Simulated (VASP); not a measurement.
Runs of VASP 6.6.1 on PtS2. The structure is trigonal, space group P-3m1 (No. 164). Conventional cell: a = 3.543 Å, b = 3.543 Å, c = 5.039 Å, α = 90.00°, β = 90.00°, γ = 120.00°. Pt (site symmetry -3m) is surrounded by 6 S at 2.34 Å. Around S (site symmetry 3m) lie 3 Pt at 2.34 Å. 

```tsv
task	level	cell	cutoff (eV)	smearing	gap on the mesh (eV)	pressure (GPa)	largest force (eV/Å)
relaxation of cell and atoms	BLYP	relaxed	600	fermi-dirac 0.05 eV	1.58	0.0	0.01
band structure	RPBE	as given	520	fermi-dirac 0.05 eV	(a)	-	-
single point	PBE	as given	520	gaussian 0.011 eV	1.03	(b)	1.21
band structure	BLYP	as given	520	fermi-dirac 0.05 eV	1.05	-	-
band structure	PW91	as given	520	fermi-dirac 0.05 eV	1.03	-	-
```

Alike in all rows: potentials or basis VASP PAW PBE potentials, release 64 (Pt, S); no spin polarisation; k mesh 9 × 9 × 5.

Question: Estimate the missing entries.

Answer: (a) 1.09; (b) 11.1.

Caveats: spin-orbit coupling is left out, which moves the levels of the heavy elements; the PAW data sets were made with another functional, which shifts forces and pressure a little (some runs); an odd mesh through Γ misses points on the zone boundary, where band edges often lie (some runs); this functional lacks dispersion, which binds the layers, so the pressure and a relaxed spacing across them are unreliable, and here the layers came unbound (some runs); forces of over 1 eV/Å show positions far from the minimum, so gaps and moduli don't describe the material at rest (some runs).

A k mesh can miss the band edges, and the runs leave out spin-orbit coupling on Pt.
